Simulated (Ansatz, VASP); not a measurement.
# Zr2N: VASP beside Ansatz

Contents of INCAR:

```
ALGO = Normal ; EDIFF = 1E-6
ENCUT = 520 ; GGA = PS
ISIF = 2 ; ISMEAR = 0
LASPH = True ; LCHARG = True
LELF = True ; LREAL = False
LVHAR = True ; LWAVE = False
NBANDS = 38 ; NELM = 60
PREC = Accurate ; SIGMA = 0.1
```

Contents of KPOINTS:

```
k-points
0
Gamma
  4 4 6
```

The input POSCAR:

```
Zr2N
1.0
    5.4130027300      0.0000000000      0.0000000000
    0.0000000000      5.4130027300      0.0000000000
    0.0000000000      0.0000000000      3.3077891900
Zr N
4 2
Direct
    0.2961254600      0.2961254600      0.0000000000
    0.7038745400      0.7038745400      0.0000000000
    0.7961254600      0.2038745400      0.5000000000
    0.2038745400      0.7961254600      0.5000000000
    0.0000000000      0.0000000000      0.0000000000
    0.5000000000      0.5000000000      0.5000000000
```

Input for Ansatz:

```yaml
crystal:
  lattice:
    - [5.41300273, 0.0, 0.0]
    - [0.0, 5.41300273, 0.0]
    - [0.0, 0.0, 3.30778919]
  atoms:
    - { symbol: Zr, position: [0.29612546, 0.29612546, 0.0] }
    - { symbol: Zr, position: [0.70387454, 0.70387454, 0.0] }
    - { symbol: Zr, position: [0.79612546, 0.20387454, 0.5] }
    - { symbol: Zr, position: [0.20387454, 0.79612546, 0.5] }
    - { symbol: "N", position: [0.0, 0.0, 0.0] }
    - { symbol: "N", position: [0.5, 0.5, 0.5] }
basis:
  ecutwfc: 420
kpoints:
  mp_grid: { grid: [4, 4, 6] }
hamiltonian:
  xc: pbesol
scf:
  occupations: { method: gaussian, width: 0.1 }
output:
  forces: true
  stress: true
  eigenvalues: true
```

The cell comes from a database or a generator and needn't be the stable form of this composition.

Alike in both runs: task single point; functional PBEsol; k mesh 4 × 4 × 6; occupations gaussian, width 0.1 eV; no spin polarisation.

|  | VASP | Ansatz |
| --- | --- | --- |
| version | VASP 6.6.1 | Ansatz 0.2.0 |
| potentials or method | VASP PAW PBE potentials, release 64 (Zr_sv, N) | scalar-relativistic, plane waves, PAW |
| plane-wave cutoff (eV) | 520 | 420 |
| valence electrons in the cell | 58 | 58 |

VASP gave:

```
gap on the k mesh at the Fermi level (eV)       : none
pressure (GPa)                                  : -4.6
largest component of the traceless stress (GPa) : 0.71
rms of the force components (eV/Å)              : 0.001
```

Problem. What did Ansatz give for the same quantities?

Solution. gap on the k mesh at the Fermi level (eV): none; pressure (GPa): -4.9; largest component of the traceless stress (GPa): 0.73; rms of the force components (eV/Å): 0.004.

Atom by atom the forces differ by 0.002 eV/Å (rms over components). A gap of «none» marks a metal or a gap that the smearing closes. With one functional, cell and mesh, what is left measures potentials, basis and numerics.

Caveats: the PAW data sets were made with another functional, which shifts forces and pressure a little (VASP).
